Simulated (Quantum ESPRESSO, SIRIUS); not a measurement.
This is a calculation of Ta for Quantum ESPRESSO 7.5. The given cell was strained at random by a few per cent at fixed volume. This isn't the form of Ta at room conditions, which is bcc.

The input pw.in:

```
&CONTROL
  calculation = 'scf'
  prefix = 'pwscf'
  outdir = './tmp'
  pseudo_dir = './pseudo'
  tprnfor = .true.
  tstress = .true.
  disk_io = 'nowf'
/
&SYSTEM
  ibrav = 0
  nat = 1
  ntyp = 1
  ecutwfc = 56
  ecutrho = 448
  nbnd = 12
  occupations = 'smearing'
  smearing = 'fd'
  degauss = 0.00367493
/
&ELECTRONS
  conv_thr = 2d-10
  electron_maxstep = 120
  mixing_beta = 0.5
/
ATOMIC_SPECIES
Ta   180.9479 ta_pbesol_v1.uspp.F.UPF
CELL_PARAMETERS angstrom
  -0.0457430000    2.1073480000    2.0997590000
   2.0947660000   -0.0361000000    2.0901150000
   2.0810100000    2.0839490000   -0.0223440000
ATOMIC_POSITIONS crystal
Ta     0.0069900000    0.0024350000   -0.0065860000
K_POINTS automatic
11 11 11 0 0 0
```

Potentials or basis: GBRV 1.5 PBEsol.

Launch:

```sh
$ OMP_NUM_THREADS=1 mpirun -n 2 pw.x -nk 2 -in pw.in > pw.out
```

Q: What does the same run look like in SIRIUS 7.10.0? Potentials or basis there: PseudoDojo 0.4.1 PBEsol standard (scalar relativistic), cutoff 807 eV.

A: As run (cutoffs and basis follow the program's own potentials, and thresholds, step limits or extra output files can differ):

The input sirius.json:

```json
{
  "control": {
    "processing_unit": "cpu",
    "verbosity": 2,
    "num_bands_to_print": 13,
    "print_forces": true,
    "print_stress": true
  },
  "parameters": {
    "electronic_structure_method": "pseudopotential",
    "xc_functionals": ["XC_GGA_X_PBE_SOL", "XC_GGA_C_PBE_SOL"],
    "gk_cutoff": 7.7,
    "pw_cutoff": 15.4,
    "ngridk": [11, 11, 11],
    "shiftk": [0, 0, 0],
    "smearing": "fermi_dirac",
    "smearing_width": 0.0018374661,
    "num_bands": 13,
    "num_mag_dims": 0,
    "num_dft_iter": 100,
    "energy_tol": 1e-08,
    "density_tol": 1e-06
  },
  "iterative_solver": {
    "type": "davidson",
    "min_tolerance": 1e-09,
    "tolerance_scale": [0.1, 0.25]
  },
  "mixer": {
    "type": "anderson",
    "beta": 0.7,
    "max_history": 8
  },
  "settings": {
    "tol_ne": 1e-10,
    "pseudo_grid_cutoff": 6.5
  },
  "unit_cell": {
    "lattice_vectors": [
      [-0.015374607679, 0.708297416941, 0.705746690105],
      [0.704068500739, -0.012133514138, 0.702505260455],
      [0.699444993247, 0.700432815907, -0.007510006645]
    ],
    "lattice_vectors_scale": 5.6223705947,
    "atom_coordinate_units": "lattice",
    "atom_types": ["Ta"],
    "atom_files": {
      "Ta": "Ta.json"
    },
    "atoms": {
      "Ta": [
        [0.00699, 0.002435, -0.006586]
      ]
    }
  }
}
```

Potentials or basis: PseudoDojo 0.4.1 PBEsol standard (scalar relativistic).

The run is started by

```bash
$ upf_to_json Ta.upf
$ OMP_NUM_THREADS=1 sirius.scf --input=sirius.json --output=out.json --task=0
```

Both were run:

|  | Quantum ESPRESSO | SIRIUS |
| --- | --- | --- |
| Pressure | -5.9 GPa | -5.6 GPa |
| Energy over the undisturbed cell | 4.1 meV/atom | 4.0 meV/atom |

Pressure is positive in compression.
